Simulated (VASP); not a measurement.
The system is ZrS2.

```xyz
3
Lattice="3.6914 0.0000 0.0000 -1.8457 3.1968 0.0000 0.0000 0.0000 6.0411" Properties=species:S:1:pos:R:3 pbc="T T T"
Zr    0.0000    0.0000    0.0000
S     1.8457    1.0656    4.6038
S     0.0000    2.1312    1.4372
```

The cell is a database's computed one.

| Quantity | Value |
| --- | --- |
| Program | VASP 6.6.1 |
| Task | relaxation of cell and atoms |
| Functional | LDA |
| Potentials or basis | VASP PAW LDA potentials, release 64 (Zr_sv, S) |
| Cutoff | 600 eV |
| k mesh | 9 × 9 × 5 |
| Occupations | gaussian, width 0.03 eV |
| Spin | no spin polarisation |

At the start: pressure -4.5 GPa; volume 23.76 Å³/atom.

Problem. How do energy, volume and symmetry change on relaxing?

Solution. Over 13 steps the energy falls by 27.8 meV/atom and the volume is 21.09 Å³/atom (-11.3 %); space group P-3m1 (No. 164, to 0.05 Å).

The path:
```tsv
step	energy change (eV)	largest force (eV/Å)	pressure (GPa)	volume (Å³)
1	0.0000	0.2812	-4.48	71.29
2	0.0276	1.0829	6.37	64.64
3	-0.0482	0.2803	-0.18	68.23
4	-0.0482	0.2927	-0.08	68.17
5	-0.0551	0.2109	-0.11	67.75
6	-0.0595	0.0652	-0.15	67.02
7	-0.0646	0.0585	-0.16	66.50
8	-0.0774	0.0393	-0.11	64.94
9	-0.0778	0.0315	0.52	61.80
10	-0.0832	0.0339	0.20	63.49
11	-0.0834	0.0246	0.26	63.16
12	-0.0799	0.1764	-1.36	63.89
13	-0.0835	0.0065	0.01	63.27
```

Final structure:
```
Zr S
1.0
     3.59543    0.00000    0.00000
    -1.79771    3.11373    0.00000
     0.00000    0.00000    5.65120
Zr S
1 2
Cartesian
  0.0000 0.0000 0.0000
  1.7977 1.0379 4.1977
  0.0000 2.0758 1.4535
```
